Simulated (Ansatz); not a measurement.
MgS:

```
S Mg
1.0
     4.03462    0.00000    0.00000
    -2.01731    3.49409    0.00000
     0.00000    0.00000    6.43229
S Mg
2 2
Cartesian
  2.0173 1.1647 5.6556
  0.0000 2.3294 2.4394
  0.0000 2.3294 6.4050
  2.0173 1.1647 3.1888
```

The cell comes from a database or a generator and needn't be the stable form of this composition.

```yaml
Program: Ansatz 0.2.0
Task: relaxation of cell and atoms
Functional: PBEsol
Dispersion: D3(BJ)
Potentials_or_basis: Ansatz PAW
Cutoff: "420 eV (not typed: the program's choice for these potentials)"
k_mesh: 8 × 8 × 4
Occupations: fermi-dirac, width 0.05 eV
Spin: no spin polarisation
```

At the start: volume 22.67 Å³/atom.

How do energy, volume and symmetry change on relaxing?

It ends after 4 steps and the volume is 21.88 Å³/atom (-3.5 %); space group P6_3mc (No. 186, to 0.05 Å).

Step by step:
```tsv
step	energy change (eV)	largest force (eV/Å)	volume (Å³)
1	0.0000	0.0446	90.68
2	-0.0184	0.0168	88.46
3	-0.0201	0.0014	87.53
4	-0.0201	0.0014	87.53
```

Final structure:
```cif
data_structure
_symmetry_space_group_name_H-M 'P 1'
_symmetry_Int_Tables_number 1
_cell_length_a 3.9926
_cell_length_b 3.9926
_cell_length_c 6.3402
_cell_angle_alpha 90.000
_cell_angle_beta 90.000
_cell_angle_gamma 120.000
_cell_volume 87.53
loop_
_atom_site_label
_atom_site_type_symbol
_atom_site_fract_x
_atom_site_fract_y
_atom_site_fract_z
_atom_site_occupancy
S1 S 0.66667 0.33333 0.87913 1
S2 S 0.33333 0.66667 0.37913 1
Mg1 Mg 0.33333 0.66667 0.99587 1
Mg2 Mg 0.66667 0.33333 0.49587 1
```

Caveat: the plane-wave basis is chosen anew once the cell has moved, so the energies of steps on either side of that aren't comparable; the PAW data sets come from PBE, with cores solved anew for the run's functional, which leaves a small shift of forces and pressure.
